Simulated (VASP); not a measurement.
# HfO₂: convergence, self-consistent run

HfO₂, P1 (no. 1), 3 atoms in the cell. PBE; PAW potentials Hf_pv, O (PBE set). VASP 6.6.1. The atoms are moved at random off their ideal places.

Wanted: energy within 1 meV/atom; forces within 0.005 eV/Å; pressure within 0.1 GPa.

POSCAR:
```
HfO2
1.0
    0.0000000000      2.5575000000      2.5575000000
    2.5575000000      0.0000000000      2.5575000000
    2.5575000000      2.5575000000      0.0000000000
Hf O
1 2
Direct
   -0.0037970000      0.0034840000     -0.0025920000
    0.7570950000      0.7460850000      0.7497740000
    0.2474120000      0.2514140000      0.2493120000
```

## One numerical tag moved

| One numerical tag moved | Energy less reference (meV/atom) | Forces, largest deviation (eV/Å) | Pressure (GPa) | SCF iterations | Time (s) |
|---|---|---|---|---|---|
| default | 0.0 | 0.0000 | -5.90 | 15 | 90 |
| EBREAK = 1e-10 | 0.0 | 0.0000 | -5.90 | 15 | 92 |
| NDAV = 2 | 0.0 | 0.0000 | -5.90 | 15 | 113 |
| LMAXPAW = -1 | -1.8 | 0.0024 | -6.45 | 15 | 94 |
| DEPER = 0.6 | 0.0 | 0.0000 | -5.90 | 15 | 82 |
| NDAV = 8 | 0.0 | 0.0000 | -5.90 | 15 | 129 |
| LCORR = F | 0.0 | 0.0000 | -5.90 | 15 | 125 |
| LASYNC = T | 0.0 | 0.0000 | -5.90 | 15 | 136 |
| LDIAG = F | 0.0 | 0.0000 | -5.90 | 15 | 147 |

Chosen: default; no other choice that stays within half of the tolerance saves 30 % of the time.

## The input

INCAR:
```
SYSTEM = HfO2
PREC = Accurate
ENCUT = 520
EDIFF = 1E-7
ISMEAR = 0
SIGMA = 0.02
LREAL = .False.
LASPH = .True.
ALGO = Normal
NELM = 100
ISIF = 2
LWAVE = .False.
LCHARG = .False.
```

KPOINTS:
```
k-points
0
Gamma
  8 8 8
```

Commands:
```
cat potpaw_PBE.64/Hf_pv/POTCAR potpaw_PBE.64/O/POTCAR > POTCAR
mpirun -np 1 vasp_std > vasp.out
```

The chosen input took VASP 6.6.1 90 s on 1 core (Intel Xeon Platinum 8488C (Sapphire Rapids)), a shared host.

## An input that fails: LMAXPAW = -1 without LASPH

It runs to its end, but against the unchanged starting input it is off by 1.8 meV/atom in the energy, 0.0024 eV/Å in the forces, 0.55 GPa in the pressure.

Changes against the starting input:
```
- LASPH = True
+ LASPH = False
+ LMAXPAW = -1
```
